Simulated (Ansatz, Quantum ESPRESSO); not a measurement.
**CdSe [001], wurtzite: pulling along c**

The c axis is held at a set length while the cell relaxes sideways. How do the lateral strain and the stress follow? The strained cell has c along the load; unstrained it is a = 4.3020 Å, b = 4.3020 Å, c = 7.0215 Å, α = 90.00°, β = 90.00°, γ = 120.00°, with 4 atoms.

Calculated with Ansatz 0.2.0, PBEsol, PAW files of the set soft_1, cutoff 600 eV, Fermi–Dirac smearing 0.02 eV, k-mesh 8×8×4, no spin polarisation, no spin-orbit coupling.

Relaxed positions at 0 %:

```
atom       x       y       z
  Cd  0.3333  0.6667  0.0001
  Cd  0.6667  0.3333  0.5001
  Se  0.6667  0.3333  0.1244
  Se  0.3333  0.6667  0.6244
```

```csv
ε_c (%),a (Å),c (Å),ε_a (%),"σ (GPa, tension positive)"
−3,4.3443,6.8109,0.983,−1.64
−1,4.3159,6.9513,0.324,−0.57
0,4.3020,7.0215,0.000,0.00
1,4.2889,7.0917,−0.304,0.62
2,4.2745,7.1620,−0.639,1.19
3,4.2611,7.2322,−0.950,1.81
```

**Question.** Fit both responses and give the free strain and the stress at −2 %, a row left out above.

Least squares with y = y0 + y1 ε + y2 ε² (ε in %) gives ε_a = 0.005 + (−0.3218) ε + (0.0013) ε² and σ = 0.01 + (0.576) ε + (0.008) ε² GPa. The linear terms put the ratio of free to applied strain at −0.322 and the Young modulus at 58 GPa.

At −2 % the free strain comes out as 0.653 %. The run itself gives 0.652 %, so the estimate misses by 0.001 %; the fitted rows themselves lie up to 0.012 % off the law.

The stress comes out as −1.11 GPa. The run itself gives −1.13 GPa, so the estimate misses by 0.02 GPa; the fitted rows themselves lie up to 0.03 GPa off the law.

The same fit over all rows at other levels or in other programs gives the strain ratio = −0.329 with PBEsol (Quantum ESPRESSO, GBRV).

[Logs are printed without paths, hosts, clocks, repeated set-up lines and the standing remarks that a program may print on its own settings, such as how far it seeks lower states.]
